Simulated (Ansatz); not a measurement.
**One structure, 3 elements: Al2O3, Ga2O3, In2O3**

Plane-wave DFT in Ansatz with scalar-relativistic PAW potentials, cutoff 500 eV, Γ-centred meshes chosen by cell and gap, Gaussian smearing with energies taken to zero width. Every cell was relaxed (cell and atoms) in a run of its own, within the symmetry of its start. Functional: r2SCAN.

All members share space group R-3c and the same sites; only the element on one set of sites changes (Al, Ga, In). Members needn't be the stable form of their composition. Energies over the elements, where given, are against the elements' standard states in the same functional (H₂, N₂, O₂ and halogens uncorrected, Hg as a solid). The first member:

Space group R-3c:H (No. 167). a = 4.759 Å, b = 4.759 Å, c = 12.995 Å, α = 90.00°, β = 90.00°, γ = 120.00°
```csv
atom,site,symmetry,x,y,z
Al,12c,3.,0.0000,0.0000,0.3519
O,18e,.2,0.3064,0.0000,0.2500
```

```csv
compound,V (Å³/atom),a (Å),c (Å),gap on mesh (eV),energy over elements (eV/atom)
Al2O3,8.50,4.759,12.995,7.14,-3.308
In2O3,12.75,5.508,14.560,1.80,-1.830
```

**Question.** Predict the member with Ga.

**Answer.** V (Å³/atom) 9.64, a (Å) 4.985, c (Å) 13.442, gap on mesh (eV) 3.55, energy over elements (eV/atom) -2.069. Interpolating linearly in period between Al and In would give 10.62 Å³/atom (10.2 % too large) and a gap of 4.47 eV, with -2.569 eV/atom over the elements. Over the whole series the volume grows at each step down the group; the gap narrows; binding against the elements weakens.